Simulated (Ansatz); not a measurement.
**BN under changes of volume**

One of the cells (5.959 Å³/atom); the others are scaled copies at fixed shape and fractional positions:

```
N B
1.0
     0.00000    1.81300    1.81300
     1.81300    0.00000    1.81300
     1.81300    1.81300    0.00000
N B
1 1
Cartesian
  0.9065 0.9065 0.9065
  0.0000 0.0000 0.0000
```

The cell is a database's computed one.

| Quantity | Value |
| --- | --- |
| Program | Ansatz 0.2.0 |
| Functional | BPBE |
| Dispersion | D3(BJ)-ATM |
| Potentials or basis | SPMS NC |
| Cutoff | 1034 eV (not typed: the program's choice for these potentials) |
| k mesh | 13 × 13 × 13 |
| Occupations | tetrahedron |
| Spin | collinear spin, ferromagnetic start |
| Starting moments | [0.5, 0.0] μB |

```tsv
volume (Å³/atom)	energy over the lowest point (meV/atom)	pressure (GPa)	gap on the mesh (eV)
5.602	6.67	13.2	4.69
5.721	?	?	?
5.840	0.00	-3.7	4.63
5.959	5.52	-11.0	4.61
6.078	16.23	-17.7	4.58
6.198	31.67	-23.7	4.55
6.317	51.39	-29.2	4.52
```

Problem. What does the run at 5.721 Å³/atom give?

Solution. Energy over the lowest point 0.19 meV/atom; pressure 4.3 GPa; gap on the mesh 4.66 eV.

Worked out: A Birch-Murnaghan fit of order 3 (a polynomial in V^(-2/3)) to the other rows has its minimum at 5.78 Å³/atom with B0 = V·E''(V) = 390 GPa and B' = 3.7. It gives 0.20 meV/atom at 5.721 Å³/atom, against the run's 0.19, and -dE/dV = 4.3 GPa, against 4.3. A straight line through the other rows of the gap, of slope -1.4 eV per unit of ln V, gives 4.66 eV, against the run's 4.66.

Energies are extrapolated to zero smearing.

Caveats: the potentials were made for another functional, which shifts forces and pressure; odd divisions of the mesh miss points on the zone boundary, where band edges often lie, so the gap on the mesh can be too wide; with tetrahedron occupations forces and stress needn't match the slope of the energy; the dispersion damping was fitted for another functional or another form of the correction; the starting moments weren't kept.

A mesh can miss the band edges.
